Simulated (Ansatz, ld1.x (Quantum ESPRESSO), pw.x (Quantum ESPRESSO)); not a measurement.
**Mo (Z = 42): does the TM potential hold in the solid?**

| Item | Value |
| --- | --- |
| Element | molybdenum (Mo) |
| Generator | ld1.x (Quantum ESPRESSO) 7.5 |
| Type | norm-conserving Troullier–Martins (Kleinman–Bylander form) |
| Functional | PBE |
| Relativity | scalar-relativistic |
| Frozen core | [Kr] |
| Valence charge | 6 |
| Reference configuration | 4d5 5s1 5p0 |
| Partial waves | 5p (bound, empty): rc 3.35 bohr; 4d (bound): rc 1.50 bohr; 5s (bound): rc 2.45 bohr |
| Local potential | the s channel |
| Core correction | none |

Atomic tests: cutoffs needed: 45 Ry and 55 Ry (the cutoffs (Ry, on a coarse ladder) from which the occupation-weighted sum of valence levels, in a spherical-Bessel basis at the reference potential, stays within 10 and 1 mRy of its value at 400 Ry); ghost test: no extra level below or beside the all-electron valence levels (p, d, s, f tested) (spherical-Bessel basis up to 400 Ry, 20 bohr box); largest excitation error: -527 meV (all-electron minus pseudo) for 4d2 5s0 5p0, out of 7 test configurations.

Crystal test: fcc Mo in pw.x 7.5, no spin, 14³ k-points, Fermi–Dirac smearing 0.01 Ry, cutoffs 70/280 Ry. The reference is all-electron LAPW (Ansatz 0.2.0) with the same functional, mesh and smearing; V0 and B0 come from Birch–Murnaghan fits to the pressures at five volumes. Errors are pseudo minus all-electron; Δ is the rms difference of the E(V) curves that follow from these fits, minima aligned, over ±6 % about the mean V0. Mesh and smearing are coarse, so the numbers serve the comparison and aren't converged zero-temperature values; the lattice is a test structure that the element need not adopt.

| V (Å³/atom) | P all-electron (GPa) | P pseudo (GPa) |
| --- | --- | --- |
| 15.226 | 13.93 | 29.84 |
| 15.626 | 6.76 | 21.31 |
| 16.027 | 0.44 | 13.76 |
| 16.428 | -5.13 | 7.09 |
| 16.828 | -10.04 | 1.20 |

All-electron: a0 = 4.005 Å (V0 = 16.06 Å³/atom), B0 = 235.3 GPa.

Pseudopotential: mean pressure error (GPa): +13.45. The pressure does not cross zero within the volumes sampled, so no fit is given. The largest radius (3.35 bohr) exceeds half the bond length (2.67 bohr), so the spheres overlap, which is one possible source of error among others. This is a poor potential for the solid.

Problem. At the middle volume, how do free energy and pressure move when the wave cutoff is lowered (ecutrho kept at four times it)?

Solution.

| cutoff (Ry) | shift of F (meV/atom) | shift of P (GPa) |
| --- | --- | --- |
| 32 | +872.3 | -34.36 |
| 42 | +108.9 | -6.33 |
| 56 | +3.3 | -0.37 |

Input at the middle volume:

```
&control
  calculation='scf', prefix='x', pseudo_dir='./', outdir='./tmp', tstress=.true., disk_io='low'
/
&system
  ibrav=0, nat=1, ntyp=1, ecutwfc=70, ecutrho=280, nbnd=10,
  occupations='smearing', smearing='fd', degauss=0.01
/
&electrons
  conv_thr=1e-09, mixing_beta=0.4, electron_maxstep=70
/
ATOMIC_SPECIES
Mo 1.0 Mo.UPF
CELL_PARAMETERS angstrom
  0.00000000 2.00112437 2.00112437
  2.00112437 0.00000000 2.00112437
  2.00112437 2.00112437 0.00000000
ATOMIC_POSITIONS crystal
Mo 0.0000 0.0000 0.0000
K_POINTS automatic
14 14 14 0 0 0
```

```bash
pw.x < Mo.scf.in > Mo.scf.out
```

Lines of the output:

```
Message from routine setup:
     using ibrav=0 with symmetry is DISCOURAGED, use correct ibrav instead
     lattice parameter (alat)  =       5.3480  a.u.
     unit-cell volume          =     108.1556 (a.u.)^3
     number of electrons       =         6.00
     number of Kohn-Sham states=           10
     kinetic-energy cutoff     =      70.0000  Ry
     charge density cutoff     =     280.0000  Ry
     scf convergence threshold =      1.0E-09
     Exchange-correlation= PBE
     number of k points=   104  Fermi-Dirac smearing, width (Ry)=  0.0100
     iteration #  1     ecut=    70.00 Ry     beta= 0.40
     total energy              =     -16.10172647 Ry
     estimated scf accuracy    <       0.10009970 Ry
     iteration #  2     ecut=    70.00 Ry     beta= 0.40
     total energy              =     -16.10045520 Ry
     estimated scf accuracy    <       0.01487134 Ry
     iteration #  3     ecut=    70.00 Ry     beta= 0.40
     total energy              =     -16.10285899 Ry
     estimated scf accuracy    <       0.00022049 Ry
     iteration #  4     ecut=    70.00 Ry     beta= 0.40
     total energy              =     -16.10289856 Ry
     estimated scf accuracy    <       0.00006250 Ry
     iteration #  5     ecut=    70.00 Ry     beta= 0.40
     total energy              =     -16.10291159 Ry
     estimated scf accuracy    <       0.00001794 Ry
     iteration #  6     ecut=    70.00 Ry     beta= 0.40
     total energy              =     -16.10291435 Ry
     estimated scf accuracy    <       0.00000001 Ry
     iteration #  7     ecut=    70.00 Ry     beta= 0.40
     total energy              =     -16.10291436 Ry
     estimated scf accuracy    <       0.00000003 Ry
     iteration #  8     ecut=    70.00 Ry     beta= 0.40
     total energy              =     -16.10291437 Ry
     estimated scf accuracy    <          2.8E-09 Ry
     iteration #  9     ecut=    70.00 Ry     beta= 0.40
     the Fermi energy is    13.4545 ev
!    total energy              =     -16.10291437 Ry
     estimated scf accuracy    <          4.4E-11 Ry
     smearing contrib. (-TS)   =      -0.00546038 Ry
     The total energy is F=E-TS. E is the sum of the following terms:
     one-electron contribution =       9.45827226 Ry
     hartree contribution      =       0.44979228 Ry
     xc contribution           =      -4.18194669 Ry
     ewald contribution        =     -21.82357184 Ry
     convergence has been achieved in   9 iterations
          total   stress  (Ry/bohr**3)                   (kbar)     P=      137.59
```

The run at the middle volume (104 k-points, 9 iterations) took about 14 s on one core of a shared host (Neoverse-V1, 32 threads, 247 GiB, load 10).
